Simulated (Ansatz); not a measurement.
Crystal: Fe3Ge.

```
Ge Fe
1.0
     0.00000    2.87559    2.87559
     2.87559    0.00000    2.87559
     2.87559    2.87559    0.00000
Ge Fe
1 3
Direct
  0.00000 0.00000 0.00000
  0.75000 0.75000 0.75000
  0.25000 0.25000 0.25000
  0.50000 0.50000 0.50000
```

The cell comes from a database or a generator and needn't be the stable form of this composition.

A run of Ansatz 0.2.0 on this cell left the log below. Logs are shortened: lines on timing, memory, paths and dates and some standing lists are left out, and cuts for length are marked.

```text
Warning: RAYON_NUM_THREADS=2 ignored (pool sized by the plan → 2); use --threads N
Engine: ansatz 0.2.0, x86_64-unknown-linux-gnu
Pseudopotentials: kind: paw
Pseudopotential: Ge, paw, valence charge 14, recommended cutoff 420 eV (normal), Ge.paw.azcp
Pseudopotential: Fe, paw, valence charge 16, recommended cutoff 420 eV (normal), Fe.paw.azcp
Functional definition: PBEsol
  exchange = pbesol_x
  correlation = pbesol_c
Crystal: 4 atoms, lattice volume = 47.556 Å³
Basis set: ecut = 420 eV, 941 PW (Γ), exchange–correlation on 60×60×60 points (8 copies of the dense FFT grid, shifted against one another)
Bands: 43, of which v1, the nominal top of the filled ones, is band 31 counted from 1 (30 counted from 0)
Symmetry: 48 space group operations
Space group: Fm-3m (ITA 225), of the structure as read, at distance tolerance 3.6e-5 Å
Magnetic group: BNS 225.116 (UNI 1618), of the structure as read, at distance tolerance 3.6e-5 Å
k-points: 29 of 512
Non-local potential: Ge, projectors of the file, l = 0: 2, l = 1: 2, l = 2: 3, l = 3: 1
Non-local potential: Fe, projectors of the file, l = 0: 3, l = 1: 2, l = 2: 3, l = 3: 1
PAW form: soft (Blöchl's): semilocal exchange-correlation on the pseudo side does not see the compensation charge
[... 133 lines left out ...]
  E_vxc        = -524.969354  (∫ρ·V_xc dr)
  E_paw        = -5987.224932  (= ΣΔE_a)
  E_vpaw       = -1211.312200  (= ΣTr[D̂ρ^β])
  E_aug_tail   = 0.002966  (compensation charges beyond the density's cutoff)
  E_ewald      = -8958.893267
  E_core_change = 1.455541  (= ΣΔE_core)
  E_smearing   = -0.021878  (= −TS)
  E_closure    = -0.000000  (closes the sum)
  Σ components = -17600.685739   (vs F -17600.685739, Δ=0.00e0)
--- Forces (eV/Å), atoms counted from 1 ---
  atom   1  Ge    -0.00000000     0.00000000    -0.00000000
  atom   2  Fe    -0.00000000    -0.00000000    -0.00000000
  atom   3  Fe     0.00000000     0.00000000     0.00000000
  atom   4  Fe     0.00000000    -0.00000000    -0.00000000
  max |Σ_I F_I| component: 1.39e-17 eV/Å
--- Stress (GPa, compression-positive) ---
       -0.000664       0.000000      -0.000000
        0.000000      -0.000664       0.000000
       -0.000000       0.000000      -0.000664
  P = ⅓ Tr σ = -0.0007 GPa (-0.007 kbar)
--- Band table (eV; the first three rows and the last of 58) ---
  k-point 0 ↑: bands = ["-68.9296", "-67.6793", "-67.6628", "-35.1265", "-35.1265", "-35.1265", "-33.9273", "-33.9273", "-33.9273", "-33.8547", "-33.8547", "-33.8547", "-5.0876", "-5.0876", "-5.0876", "-5.0603", "-5.0603", "7.0619", "14.9156", "14.9156", "14.9716", "14.9716", "14.9716", "16.1393", "16.1393", "16.1393", "18.1649", "18.1649", "18.8296", "18.8296", "18.8296", "19.1401", "19.1401", "22.0168", "23.6453", "23.6453", "23.6453", "25.3836", "25.3836", "25.3836", "28.1100", "28.1100", "28.1100"]
  k-point 1 ↑: bands = ["-68.9293", "-67.6788", "-67.6635", "-35.1273", "-35.1273", "-35.1266", "-33.9243", "-33.9243", "-33.9224", "-33.8603", "-33.8570", "-33.8570", "-5.0881", "-5.0873", "-5.0873", "-5.0598", "-5.0598", "7.2720", "14.6358", "14.6358", "14.6858", "15.4040", "15.4040", "16.0862", "16.1239", "16.1239", "18.1381", "18.1381", "18.5501", "18.6656", "18.6656", "19.1384", "19.1384", "21.8593", "23.2923", "23.4635", "23.4635", "25.3476", "25.4736", "25.4736", "28.0776", "28.0776", "28.6411"]
  k-point 2 ↑: bands = ["-68.9286", "-67.6774", "-67.6655", "-35.1291", "-35.1291", "-35.1266", "-33.9161", "-33.9161", "-33.9109", "-33.8736", "-33.8637", "-33.8637", "-5.0892", "-5.0864", "-5.0864", "-5.0586", "-5.0586", "7.8660", "13.8859", "14.4884", "14.4884", "15.8611", "15.8611", "15.9235", "16.1941", "16.1941", "18.0473", "18.0473", "18.1411", "18.3613", "18.3613", "19.0270", "19.0270", "20.8752", "22.8959", "23.2047", "23.2047", "25.1511", "25.1511", "26.3657", "28.8411", "28.8411", "29.1585"]
  k-point 28 ↓: bands = ["-66.1454", "-66.1454", "-65.9787", "-32.5548", "-32.4762", "-32.4762", "-32.4549", "-32.3654", "-32.3651", "-32.1728", "-32.1728", "-32.1390", "-5.0980", "-5.0980", "-5.0909", "-5.0741", "-5.0684", "9.7995", "13.8686", "13.8686", "14.9724", "16.6173", "17.4987", "17.4987", "17.7734", "18.4538", "18.4538", "18.7014", "19.3990", "20.2251", "20.2414", "20.2414", "20.3475", "21.0048", "21.0048", "21.0516", "26.0475", "27.3071", "28.1430", "28.1430", "32.6467", "32.6467", "33.9170"]
--- Relaxed structure (5 steps of the walk, 5 accepted, 1 SCFs on fresh bases) ---
  F+E_penalty+E_count = -17600.68573872 eV   max|allowed force component| = 9.483e-17 eV/Å   (the final SCF, on the basis selected at the relaxed cell)
  cell:  # Å, volume = 44.6160 Å³
    - [-8.805439686513322e-34, 2.8150556045874566, 2.8150556045874566]
    - [2.8150556045874566, -4.983910877510368e-34, 2.8150556045874566]
    - [2.8150556045874566, 2.8150556045874566, -3.311991821382133e-34]
  atoms:
    - { symbol: Ge, position: [-5.086149517046212e-34, 4.654909269083702e-34, 2.028660519358524e-34] }
    - { symbol: Fe, position: [0.75, 0.75, 0.75] }
    - { symbol: Fe, position: [0.25, 0.25, 0.25] }
    - { symbol: Fe, position: [0.5, 0.5, 0.5] }
```

Q: What input gives this log?

A: Relaxation of cell and atoms with PBEsol, collinear spin, ferromagnetic start. The files as run (others can give the same):

input.yaml
```yaml
crystal:
  lattice:
    - [0.0, 2.8755854299, 2.8755854299]
    - [2.8755854299, 0.0, 2.8755854299]
    - [2.8755854299, 2.8755854299, 0.0]
  atoms:
    - { symbol: Ge, position: [0.0, 0.0, 0.0] }
    - { symbol: Fe, position: [0.75, 0.75, 0.75], spin: 3.0 }
    - { symbol: Fe, position: [0.25, 0.25, 0.25], spin: 3.0 }
    - { symbol: Fe, position: [0.5, 0.5, 0.5], spin: 3.0 }
hamiltonian:
  xc: pbesol
  pseudopotentials: { kind: paw }
magnetization:
  spin_polarized: true
kpoints:
  mp_grid: { grid: [8, 8, 8] }
scf:
  occupations: { method: fermi_dirac, width: 0.05 }
output:
  forces: true
  stress: true
  eigenvalues: true
relax:
  f_tol: 0.01
  max_steps: 40
  cell: { stress_tol: 0.05 }
```

Potentials or basis: Ansatz PAW.
Command:
```console
$ ansatz run input.yaml --threads 2 --pin off --max-ram 5632MiB --backend cpu --events-out ev --progress --plain --runs-dir out
```

Caveat: the plane-wave basis is chosen anew once the cell has moved, so the energies of steps on either side of that aren't comparable; the PAW data sets come from PBE, with cores solved anew for the run's functional, which leaves a small shift of forces and pressure.
